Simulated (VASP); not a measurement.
In, 1 atom in the cell. It takes space group I4/mmm (No. 139, tetragonal). The conventional cell has a = 3.251 Å, b = 3.251 Å, c = 4.947 Å, α = 90.00°, β = 90.00°, γ = 90.00°. Around In (site symmetry 4/mmm) lie 12 In at 3.25 to 3.38 Å. 

* Program: VASP 6.6.1
* Task: single point
* Functional: PBEsol
* Potentials or basis: VASP PAW PBE potentials, release 64 (In_d)
* Cutoff: 520 eV
* k mesh: 11 × 11 × 11
* Occupations: fermi-dirac, width 0.05 eV
* Spin: no spin polarisation
* Ladder: free
* Further INCAR settings: ALGO = Normal; EDIFF = 1e-07; NBANDS = 12

Potentials or basis: VASP PAW PBE potentials, release 64 (In_d).

Run with:

```sh
$ cat potpaw_PBE.64/In_d/POTCAR > POTCAR
$ mpirun -np 1 vasp_std > vasp.out
```

Hardware: 1 thread of Intel(R) Xeon(R) Platinum 8259CL CPU @ 2.50GHz (Skylake/Cascade Lake), on a shared host.

**Question.** How long does it take, and how much memory?

**Answer.** It took 44 s on 1 thread of Intel(R) Xeon(R) Platinum 8259CL CPU @ 2.50GHz (Skylake/Cascade Lake), on a shared host, peak memory 0.18 GiB. Counts: scf iterations 11, k points 126.
